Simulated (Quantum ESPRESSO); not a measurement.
Pd:

```
Pd
1.0
     0.00000    1.94650    1.94650
     1.94650    0.00000    1.94650
     1.94650    1.94650    0.00000
Pd
1
Direct
  0.00000 0.00000 0.00000
```

```yaml
Program: Quantum ESPRESSO 7.5
Task: single point
Functional: PBEsol
Potentials_or_basis: GBRV 1.5 PBEsol
Cutoff: 612 eV
Density_cutoff: 4898 eV
k_mesh: 12 × 12 × 12
Occupations: fermi-dirac, width 0.05 eV
Spin: no spin polarisation
```

On this cell: pressure -2.4 GPa; band gap on the k mesh none (metal or under the smearing width).

The same run follows on a disturbed copy (cell strained at random at fixed volume):

```
Pd
1.0
    -0.01113    1.95522    1.94186
     1.97107    0.00634    1.92440
     1.96444    1.93112    0.01297
Pd
1
Direct
  0.02384 0.98301 0.99703
```

Question: What does the disturbed cell give?

Answer: The energy (extrapolated to zero smearing) moves by +1.9 meV/atom; pressure -2.3 GPa; band gap on the k mesh none (metal or under the smearing width).

Stress tensor (GPa, compression positive):
```
-3.23  0.62  0.20
 0.62 -2.06 -1.38
 0.20 -1.38 -1.73
```
